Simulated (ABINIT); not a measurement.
# AlN (F-43m) in ABINIT: notebook, part 2 of 2

ABINIT 10.8.3 (patched build). The steps go on from the part before.

## 4. Equation of state, revPBE

File run.abi:

```
# Datasets: one volume each
ndtset 7
getwfk -1
scalecart1 3*0.9795861087
scalecart2 3*0.9864848297
scalecart3 3*0.9932883884
scalecart4 3*1.0000000000
scalecart5 3*1.0066227096
scalecart6 3*1.0131594038
scalecart7 3*1.0196128224

# Pseudopotentials
pp_dirpath "./"
pseudos "Al.upf, N.upf"

# Structure
acell 5.8366710593 5.8366710593 5.8366710593
rprim
     0.0000000000     0.7071067812     0.7071067812
     0.7071067812     0.0000000000     0.7071067812
     0.7071067812     0.7071067812     0.0000000000
ntypat 2
znucl 13 7
natom 2
typat 1 2
xred
     0.0000000000     0.0000000000     0.0000000000
     0.2500000000     0.2500000000     0.2500000000

# Plane-wave basis
ecut 1142.878222 eV

# k points
kptopt 1
ngkpt 10 10 10
nshiftk 1
shiftk 0.0 0.0 0.0

# Exchange and correlation
ixc 14

# Bands and occupations
nband 8
occopt 3
tsmear 0.00183747

# SCF cycle
nstep 100
tolvrs 1.0e-10

# Output
iomode 3
prtwf 1
prtden 0
prteig 0
prtebands 0
enunit 1
```

Potentials or basis: PseudoDojo NC SR PBE v0.4.1 standard.

Started as:

```
abinit run.abi > log 2>&1
```

run.abo:

```text
.Version 10.8.3 of ABINIT
 DATASET    1 : space group F-4 3 m (#216); Bravais cF (face-center cubic)
================================================================================
 Values of the parameters that define the memory need for DATASET  1.
     intxc =       0    ionmov =       0      iscf =       7    lmnmax =       6
     lnmax =       6     mgfft =      36  mpssoang =       3    mqgrid =    3001
     natom =       2  nloc_mem =       1    nspden =       1   nspinor =       1
    nsppol =       1      nsym =      24    n1xccc =    2501    ntypat =       2
    occopt =       3   xclevel =       2
       mpw =        1739          nfft =       46656          nkpt =          47
================================================================================
================================================================================
[... 61 lines left out ...]
 DATASET    7 : space group F-4 3 m (#216); Bravais cF (face-center cubic)
================================================================================
 Values of the parameters that define the memory need for DATASET  7.
     intxc =       0    ionmov =       0      iscf =       7    lmnmax =       6
     lnmax =       6     mgfft =      36  mpssoang =       3    mqgrid =    3001
     natom =       2  nloc_mem =       1    nspden =       1   nspinor =       1
    nsppol =       1      nsym =      24    n1xccc =    2501    ntypat =       2
    occopt =       3   xclevel =       2
       mpw =        1956          nfft =       46656          nkpt =          47
================================================================================
================================================================================

--------------------------------------------------------------------------------
------------- Echo of variables that govern the present computation ------------
--------------------------------------------------------------------------------
 -outvars: echo values of preprocessed input variables --------
            acell      5.8366710593E+00  5.8366710593E+00  5.8366710593E+00 Bohr
              amu      2.69815390E+01  1.40067400E+01
             ecut      4.20000000E+01 Hartree
           enunit           1
           getwfk          -1
              ixc          14
           jdtset        1    2    3    4    5    6    7
         kptrlatt       10    0    0      0   10    0      0    0   10
          kptrlen1     5.71752189E+01
          kptrlen2     5.75778746E+01
          kptrlen3     5.79749759E+01
          kptrlen4     5.83667106E+01
          kptrlen5     5.87532564E+01
          kptrlen6     5.91347817E+01
          kptrlen7     5.95114465E+01
            natom           2
            nband           8
           ndtset           7
            ngfft          36      36      36
             nkpt          47
            nstep         100
             nsym          24
           ntypat           2
           occopt           3
           prtden           0
        prtebands           0
           prteig           0
            rprim1     0.0000000000E+00  6.9267198023E-01  6.9267198023E-01
                       6.9267198023E-01  0.0000000000E+00  6.9267198023E-01
                       6.9267198023E-01  6.9267198023E-01  0.0000000000E+00
            rprim2     0.0000000000E+00  6.9755011263E-01  6.9755011263E-01
                       6.9755011263E-01  0.0000000000E+00  6.9755011263E-01
                       6.9755011263E-01  6.9755011263E-01  0.0000000000E+00
            rprim3     0.0000000000E+00  7.0236095512E-01  7.0236095512E-01
                       7.0236095512E-01  0.0000000000E+00  7.0236095512E-01
                       7.0236095512E-01  7.0236095512E-01  0.0000000000E+00
            rprim4     0.0000000000E+00  7.0710678120E-01  7.0710678120E-01
                       7.0710678120E-01  0.0000000000E+00  7.0710678120E-01
                       7.0710678120E-01  7.0710678120E-01  0.0000000000E+00
            rprim5     0.0000000000E+00  7.1178974407E-01  7.1178974407E-01
[... 24 lines left out ...]
           xangst7     0.0000000000E+00  0.0000000000E+00  0.0000000000E+00
                       1.1134139180E+00  1.1134139180E+00  1.1134139180E+00
            xcart1     0.0000000000E+00  0.0000000000E+00  0.0000000000E+00
                       2.0214492503E+00  2.0214492503E+00  2.0214492503E+00
            xcart2     0.0000000000E+00  0.0000000000E+00  0.0000000000E+00
                       2.0356852774E+00  2.0356852774E+00  2.0356852774E+00
            xcart3     0.0000000000E+00  0.0000000000E+00  0.0000000000E+00
                       2.0497249300E+00  2.0497249300E+00  2.0497249300E+00
            xcart4     0.0000000000E+00  0.0000000000E+00  0.0000000000E+00
                       2.0635748428E+00  2.0635748428E+00  2.0635748428E+00
            xcart5     0.0000000000E+00  0.0000000000E+00  0.0000000000E+00
                       2.0772412998E+00  2.0772412998E+00  2.0772412998E+00
            xcart6     0.0000000000E+00  0.0000000000E+00  0.0000000000E+00
                       2.0907302575E+00  2.0907302575E+00  2.0907302575E+00
            xcart7     0.0000000000E+00  0.0000000000E+00  0.0000000000E+00
                       2.1040473697E+00  2.1040473697E+00  2.1040473697E+00
             xred      0.0000000000E+00  0.0000000000E+00  0.0000000000E+00
                       2.5000000000E-01  2.5000000000E-01  2.5000000000E-01
            znucl       13.00000    7.00000

================================================================================

 chkinp: Checking input parameters for consistency, jdtset=   1.

 chkinp: Checking input parameters for consistency, jdtset=   2.
[... 33 lines left out ...]
 getcut: wavevector=  0.0000  0.0000  0.0000  ngfft=  36  36  36
         ecut(hartree)=     42.000   => boxcut(ratio)=   2.15827

--- Pseudopotential description ------------------------------------------------
- pspini: atom type   1  psp file is ./Al.upf
12 -101130 2 -1 1876                          pspcod,pspxc,lmax,lloc,mmax
     nproj     2     2     2

- pspini: atom type   2  psp file is ./N.upf
12 -101130 1 -1 1058                          pspcod,pspxc,lmax,lloc,mmax
     nproj     2     2     0

   7.43294732E+01                                ecore*ucvol(ha*bohr**3)
--------------------------------------------------------------------------------

================================================================================

--- !BeginCycle
iteration_state: {dtset: 1, }
solver: {iscf: 7, nstep: 100, nline: 4, wfoptalg: 0, }
tolerances: {tolvrs: 1.00E-10, }
...
[... 992 lines left out ...]
-Cartesian components of stress tensor (GPa)         [Pressure= -5.8025E+00 GPa]
- sigma(1 1)=  5.80247591E+00  sigma(3 2)=  0.00000000E+00
- sigma(2 2)=  5.80247591E+00  sigma(3 1)=  0.00000000E+00
- sigma(3 3)=  5.80247591E+00  sigma(2 1)=  0.00000000E+00

== END DATASET(S) ==============================================================
================================================================================

 -outvars: echo values of variables after computation  --------
            acell      5.8366710593E+00  5.8366710593E+00  5.8366710593E+00 Bohr
           etotal1    -1.2793891867E+01
           etotal2    -1.2795528428E+01
           etotal3    -1.2796675582E+01
           etotal4    -1.2797378665E+01
           etotal5    -1.2797678700E+01
           etotal6    -1.2797612793E+01
           etotal7    -1.2797214592E+01
            fcart1    -1.5609808757E-30 -1.5609808757E-30  4.6829426270E-30
                       1.5609808757E-30  1.5609808757E-30 -4.6829426270E-30
            fcart2    -0.0000000000E+00 -0.0000000000E+00 -0.0000000000E+00
                      -0.0000000000E+00 -0.0000000000E+00 -0.0000000000E+00
            fcart3    -1.0262982363E-30 -1.0262982363E-30  3.0788947090E-30
                       1.0262982363E-30  1.0262982363E-30 -3.0788947090E-30
            fcart4    -0.0000000000E+00 -0.0000000000E+00 -0.0000000000E+00
                      -0.0000000000E+00 -0.0000000000E+00 -0.0000000000E+00
            fcart5    -4.0508131257E-30 -4.0508131257E-30  1.2152439377E-29
                       4.0508131257E-30  4.0508131257E-30 -1.2152439377E-29
[... 38 lines left out ...]
                       0.0000000000E+00  0.0000000000E+00  0.0000000000E+00
           xangst1     0.0000000000E+00  0.0000000000E+00  0.0000000000E+00
                       1.0697048755E+00  1.0697048755E+00  1.0697048755E+00
           xangst2     0.0000000000E+00  0.0000000000E+00  0.0000000000E+00
                       1.0772382566E+00  1.0772382566E+00  1.0772382566E+00
           xangst3     0.0000000000E+00  0.0000000000E+00  0.0000000000E+00
                       1.0846677208E+00  1.0846677208E+00  1.0846677208E+00
           xangst4     0.0000000000E+00  0.0000000000E+00  0.0000000000E+00
                       1.0919967791E+00  1.0919967791E+00  1.0919967791E+00
           xangst5     0.0000000000E+00  0.0000000000E+00  0.0000000000E+00
                       1.0992287566E+00  1.0992287566E+00  1.0992287566E+00
           xangst6     0.0000000000E+00  0.0000000000E+00  0.0000000000E+00
                       1.1063668056E+00  1.1063668056E+00  1.1063668056E+00
           xangst7     0.0000000000E+00  0.0000000000E+00  0.0000000000E+00
                       1.1134139180E+00  1.1134139180E+00  1.1134139180E+00
             xred      0.0000000000E+00  0.0000000000E+00  0.0000000000E+00
                       2.5000000000E-01  2.5000000000E-01  2.5000000000E-01
 Calculation completed.
```

Run time: 2 min. Hardware: 1 thread of Arm Neoverse V1, shared host; peak memory 0.11 GiB.

Results:

```
Equilibrium volume                      : 10.69 Å³/atom
Bulk modulus                            : 191 GPa
Pressure derivative of the bulk modulus : 3.9
```

Energy against volume, from the lowest point:
| volume (Å³/atom) | energy (meV/atom) |
| --- | --- |
| 9.792 | 51.52 |
| 10.001 | 29.26 |
| 10.209 | 13.65 |
| 10.417 | 4.08 |
| 10.626 | 0.00 |
| 10.834 | 0.90 |
| 11.042 | 6.31 |

Caveat: pressures at fixed basis lie under the slope of the energies; the potentials were made for another functional, which shifts forces and pressure.

## 5. Overview

| task | level | potentials or basis | cutoff (eV) | fine-grid cutoff | V0 of scaled cells (Å³/atom) | B0 (GPa) |
| --- | --- | --- | --- | --- | --- | --- |
| equation of state | LDA | PseudoDojo NC SR LDA v0.4 stringent | 1143 | - | 10.17 | 210 |
| band structure | revPBE | JTH PAW PBE v2.0 | 680 | 1278.94 eV | - | - |
| equation of state | revPBE | PseudoDojo NC SR PBE v0.4.1 standard | 1143 | - | 10.69 | 191 |

Alike in all rows: no spin polarisation; cell as given; k mesh 10 × 10 × 10; smearing fermi-dirac 0.05 eV.

Caveats: pressures at fixed basis lie under the slope of the energies (some runs); the PAW data sets were made with another functional, which shifts forces and pressure a little (some runs); the potentials were made for another functional, which shifts forces and pressure (some runs).

Absolute energies hang on the potentials; compare differences alone.
